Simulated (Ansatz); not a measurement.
GaN (started from an entry of an open crystallographic database), relaxed with r2SCAN, was run in Ansatz 0.2.0 under altered settings. All numbers are computed, without spin polarisation but where a row says otherwise.

```
Ga N
1.0
     0.00000    2.10852    2.10852
     2.10852    0.00000    2.10852
     2.10852    2.10852    0.00000
Ga N
1 1
Cartesian
  2.1085 2.1085 2.1085
  0.0000 0.0000 0.0000
```

The base run's other keys:
```yaml
kpoints:
  mp_grid: { grid: [6, 6, 6] }
hamiltonian:
  xc: hse06
scf:
  occupations: { method: fixed }
  n_extra_bands: 4
```

It takes 13 iterations with 339 plane waves at 420 eV and 16 k points, and leaves a mean stress of -1.50 GPa. The gap over this mesh is 1.898 eV. It ran on 4 threads of Arm Neoverse N1 (shared host).

Outcomes, with energy and stress as changes against the base:
```csv
setting,outcome,ΔF (meV/atom),Δ mean stress (GPa),gap on the mesh (eV),iterations,wall time
"PBE hybrid, exx coeff 0.35, omega 0.1 1/Å",converged,–,-4.1,2.934,15,9.2 s
"PBE hybrid, exx coeff 0.3, omega 0.2078 1/Å",converged,–,-1.8,2.172,14,8.4 s
"PBE hybrid, exx coeff 0.5, unscreened",converged,–,-9.0,4.753,18,9.5 s
"PBE hybrid, exx coeff 0.75, omega 0.5 1/Å",converged,–,-10.9,3.020,20,10 s
basis.ecutwfc: 350,"converged, warned",+32,-0.4,1.886,14,7.9 s
```
A dash marks a value that wasn't obtained or can't be compared. Stress is positive in compression. The base took 8.2 s.

- PBE hybrid, exx coeff 0.35, omega 0.1 1/Å. That is 35 % exact exchange, screened with ω = 0.1 1/Å, against HSE06's 25 % screened at 0.208 1/Å. The mean stress moves by -4.1 GPa and the gap on the mesh by +1.036 eV (to 2.934). Totals of different functionals aren't comparable. The program warns that on this mesh the truncation of the exchange isn't bounded, so part of the change can be an error of the mesh.
- PBE hybrid, exx coeff 0.3, omega 0.2078 1/Å. That is 30 % exact exchange, screened with ω = 0.2078 1/Å, against HSE06's 25 % screened at 0.208 1/Å. The mean stress moves by -1.8 GPa and the gap on the mesh by +0.275 eV (to 2.172). Totals of different functionals aren't comparable.
- PBE hybrid, exx coeff 0.5, unscreened. That is 50 % exact exchange, at all ranges, against HSE06's 25 % screened at 0.208 1/Å. The mean stress moves by -9.0 GPa and the gap on the mesh by +2.855 eV (to 4.753). Totals of different functionals aren't comparable.
- PBE hybrid, exx coeff 0.75, omega 0.5 1/Å. That is 75 % exact exchange, screened with ω = 0.5 1/Å, against HSE06's 25 % screened at 0.208 1/Å. The mean stress moves by -10.9 GPa and the gap on the mesh by +1.122 eV (to 3.020). Totals of different functionals aren't comparable.
- basis.ecutwfc: 350. 283 plane waves in place of 339. The free energy moves by +32 meV an atom, the mean stress by -0.4 GPa and the gap on the mesh by -0.012 eV (to 1.886). The basis is too small: these are errors of the cutoff. Warned: cutoff below recommended.

The stress of a hybrid is loosely converged in these runs.

The meshes of the hybrids are coarse, so their gaps aren't converged to the digits shown.
